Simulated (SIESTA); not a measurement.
Crystal: CdS (Greenockite).

```
CELL_PARAMETERS angstrom
4.15000 0.00000 0.00000
-2.07500 3.59401 0.00000
0.00000 0.00000 6.73700
ATOMIC_POSITIONS crystal
Cd 0.66667 0.33333 0.50000
Cd 0.33333 0.66667 0.00000
S 0.66667 0.33333 0.87500
S 0.33333 0.66667 0.37500
```

Base run:

* Program: SIESTA 5.4.2
* Functional: PBEsol
* Potentials or basis: PseudoDojo 0.4 standard (PBEsol files)
* Basis: DZP (energy shift 0.003 Ry; two zetas on semicore shells)
* Grid cutoff: 800 Ry
* Energy shift: 0.003 Ry
* k mesh: 7 × 7 × 4
* Occupations: fermi-dirac, width 0.05 eV
* Spin: no spin polarisation

Its results: band gap on the k mesh 1.27 eV, direct; pressure -0.8 GPa; largest force 0.072 eV/Å.

**Question.** After a change of settings the same cell gave: band gap on the k mesh 1.14 eV, direct; pressure -3.0 GPa; largest force 0.069 eV/Å. Which change was it?
A. functional from PBEsol to PBE; potentials or basis from PseudoDojo 0.4 standard (PBEsol files) to PseudoDojo 0.4 standard (PBE files)
B. functional from PBEsol to AM05
C. functional from PBEsol to LDA; potentials or basis from PseudoDojo 0.4 standard (PBEsol files) to PseudoDojo 0.4 standard (LDA files)
D. functional from PBEsol to BLYP; potentials or basis from PseudoDojo 0.4 standard (PBEsol files) to PseudoDojo 0.4 standard (PBE files)

**Answer.** C.

Caveats: the basis of atomic orbitals isn't converged, which shifts pressures, moduli and gaps.

Not every run made on this cell is shown here.
